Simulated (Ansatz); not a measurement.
A free-standing 2H monolayer of WSe2: a single-point calculation in Ansatz (PBE). The cell was relaxed with r2SCAN and then strained, so it isn't that functional's minimum.

Input (YAML):
```yaml
crystal:
  lattice:
    - [3.314422265, 0.0, 0.0]
    - [-1.6572111325, 2.8703738804, 0.0]
    - [0.0, 0.0, 31.2377754424]
  atoms:
    - { symbol: W, position: [0.3333333333, 0.6666666667, 0.2881127056] }
    - { symbol: Se, position: [0.6666666667, 0.3333333333, 0.3412818312] }
    - { symbol: Se, position: [0.6666666667, 0.3333333333, 0.23494358] }
  periodic: [true, true, false]
kpoints:
  mp_grid: { grid: [12, 12, 1] }
  band_path:
    path: [[0.0, 0.0, 0.0], [0.5, 0.0, 0.0], [0.3333333333, 0.3333333333, 0.0]]
    npoints: 1
hamiltonian:
  xc: pbe
scf:
  occupations: { method: fermi_dirac, width: 0.02 }
  n_extra_bands: 4
output:
  forces: true
  stress: true
  eigenvalues: true
```

Run as `ansatz run input.yaml --threads 2 --pin off --max-ram 18432MiB --backend cpu --events-out ev --progress --plain --runs-dir out`. Wall time 5.9 s on 2 threads of AMD EPYC 7R13 Processor (Zen 3), on a shared host, load about 1.7 per core; peak host memory 0.63 GiB.

Question: What will the output look like, and what does it show?

Answer: The output, standing remarks left out:
```
Functional definition: PBE
  parameter kappa = 0.804
  parameter beta = 0.06672455060314922
  exchange = pbe_x(kappa = kappa, mu = beta*pi^2/3)
  correlation = pbe_c(beta = beta)
Crystal: 3 atoms, lattice volume = 297.185 Å³
Basis set: ecut = 420 eV, 5901 PW (Γ)
Bands: 27, of which v1, the nominal top of the filled ones, is band 23 counted from 1 (22 counted from 0)
Symmetry: 12 space group operations
Space group: P-6m2 (ITA 187)
k-points: 19 of 144 (time reversal used)
Free energy (F): -21324.652299 eV
Fermi energy:    -4.352494 eV
--- Forces (eV/Å), atoms counted from 1 ---
  atom   1  W       0.00000      0.00000      0.00000
  atom   2  Se      0.00000      0.00000      0.33988
  atom   3  Se      0.00000      0.00000    -0.33988
--- 2D stress c σ (N/m, compression-positive) ---
        0.954561       0.000000       0.000000
        0.000000       0.954561       0.000000
        0.000000       0.000000       0.000000
  P = ½ c Tr σ = 0.9546 N/m
```
Only the leading digits can be foreseen; the rest is this run's record.

Levels at the listed points, from bands.tsv (eV from the Fermi energy, bands near the gap, counted from 0):
```tsv
# k_distance	band_18	band_19	band_20	band_21	band_22	band_23	band_24	band_25	band_26
# fermi_ev = -4.352494
# [0, 0, 0] at k_distance = 0.000000
# [0.5, 0, 0] at k_distance = 1.094489
# [0.3333333333, 0.3333333333, 0] at k_distance = 1.726393
# levels_relative_to = fermi_ev
0.000	-3.179	-2.871	-2.046	-2.046	-1.038	2.173	2.173	2.373	2.373
1.094	-4.946	-3.791	-2.852	-1.740	-1.738	1.597	1.986	2.982	3.633
1.726	-5.113	-4.516	-4.019	-3.063	-0.767	0.767	2.143	2.760	4.176
```
In order the rows are Γ, M, K.

PBE gives a direct gap of 1.53 eV at K. The mean in-plane stress at these positions is +0.95 N/m, compression counted positive. The largest force is 0.34 eV/Å.

The values are computed, spin-unpolarised, and not measurements.

No spin-orbit coupling is included; it can move band edges with weight on the heavy atoms by tenths of an eV.
